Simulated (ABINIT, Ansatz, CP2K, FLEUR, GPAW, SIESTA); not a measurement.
# BaF2 (Fm-3m, 3 atoms in the cell) computed with different codes at matched settings

Self-consistent single point.

```yaml
crystal:
  lattice:
    - [0.00000, 3.15645, 3.15645]
    - [3.15645, 0.00000, 3.15645]
    - [3.15645, 3.15645, 0.00000]
  atoms:
    - { symbol: Ba, position: [0.00000, 0.00000, 0.00000] }
    - { symbol: F, position: [0.25000, 0.25000, 0.25000] }
    - { symbol: F, position: [0.75000, 0.75000, 0.75000] }
```

Shared settings, as Ansatz (an electronic-structure program) writes them: kpoints.mp_grid.grid = 5 5 5; scf.occupations.method = fixed. Potentials and cutoffs stand in the table.

```csv
code,model,pressure (GPa),gap on the mesh (eV),cutoff
CP2K,"LDA (Pade form), GPW, DZVP-MOLOPT-SR-GTH basis, GTH-PADE potentials (GTH_POTENTIALS)",-5.51,6.317,grid 550 Ry
Ansatz,"LDA (PW92), default PAW files made with PBE",-7.39,6.229,default
GPAW,"LDA (Perdew-Wang 92), GPAW PAW datasets LDA (gpaw-data 1.0.1)",–,6.179,900 eV
SIESTA,"LDA PW92, numerical atomic orbitals DZP, PseudoDojo LDA standard norm-conserving potentials (rewritten from UPF to PSML)",-6.10,5.332,grid 300 Ry
FLEUR,"LDA (Perdew-Zunger), all-electron FLAPW (FLEUR), scalar-relativistic valence",–,6.297,Kmax 4.6 1/bohr
ABINIT,"LDA (PW92), norm-conserving pseudopotentials (PseudoDojo nc-sr-04 LDA standard)",-6.99,6.242,42 Ha
```

A dash marks a value that a program does not give, or that is left out as unsure.

Gaps are read on the mesh.

The spread over the programs that give each value: pressure within 1.88 GPa; gap on the mesh within 0.985 eV.

CP2K and SIESTA use small atom-centred bases, whose incompleteness enters pressures, forces and empty levels differently from a plane-wave cutoff. FLEUR treats all electrons, but the usual bases taken here (sphere radii, linearisation, local orbitals, empty states) were not tested for convergence, so the values are no reference for the others. Ansatz's pressure is given at a fixed set of plane waves, as the other plane-wave codes print theirs; with its correction for the finite basis it is -6.86 GPa (the shift of 0.54 GPa shows how far the cutoff is from converged). The pressure of GPAW is left out: its cutoff lies under the one at which its stress was checked. In the pressure, CP2K (by 1.68) and SIESTA (by 1.09) lie more than 1 GPa from the median of the plane-wave programs. In the gap, SIESTA (by 0.897) lies more than 0.12 eV from the median of the plane-wave programs.

The starting cell comes from a database of computed structures (which also holds hypothetical and non-ambient phases and stackings), without a prior relaxation at this level. Its lattice was rescaled by a random factor within 2.5 % of one.

Keys are those of Ansatz 0.2.
